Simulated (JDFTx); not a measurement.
HfN under changes of volume

One of the cells (11.518 Å³/atom); the others are scaled copies at fixed shape and fractional positions:

```xyz
4
Lattice="3.1339 0.0000 0.0000 -1.5670 2.7140 0.0000 0.0000 0.0000 5.4168" Properties=species:S:1:pos:R:3 pbc="T T T"
Hf    0.0000    1.8094    1.3542
Hf    1.5670    0.9047    4.0626
N     0.0000    0.0000    2.7084
N     0.0000    0.0000    0.0000
```

The cell comes from a database or a generator and needn't be the stable form of this composition.

* Program: JDFTx 1.7.0 (patched build)
* Functional: PBE
* Potentials or basis: PseudoDojo-SR-PBE-0.5-standard
* Cutoff: 1143 eV
* Density cutoff: 9143 eV
* k mesh: 10 × 10 × 5
* Occupations: fermi-dirac, width 0.05 eV
* Spin: no spin polarisation

```csv
volume (Å³/atom),energy over the lowest point (meV/atom),pressure (GPa)
10.827,?,?
11.057,36.63,18.0
11.288,15.69,11.3
11.518,3.77,5.4
11.749,0.00,0.0
11.979,3.58,-4.8
12.209,13.78,-9.2
```

Task: What does the run at 10.827 Å³/atom give?

Result: Energy over the lowest point 67.58 meV/atom; pressure 25.3 GPa.

Worked out: A Birch-Murnaghan fit of order 3 (a polynomial in V^(-2/3)) to the other rows has its minimum at 11.75 Å³/atom with B0 = V·E''(V) = 261 GPa and B' = 4.1 at fixed shape and positions, which overstates the stiffness. It gives 67.44 meV/atom at 10.827 Å³/atom, against the run's 67.58, and -dE/dV = 25.1 GPa, against 25.3.

Energies are extrapolated to zero smearing.
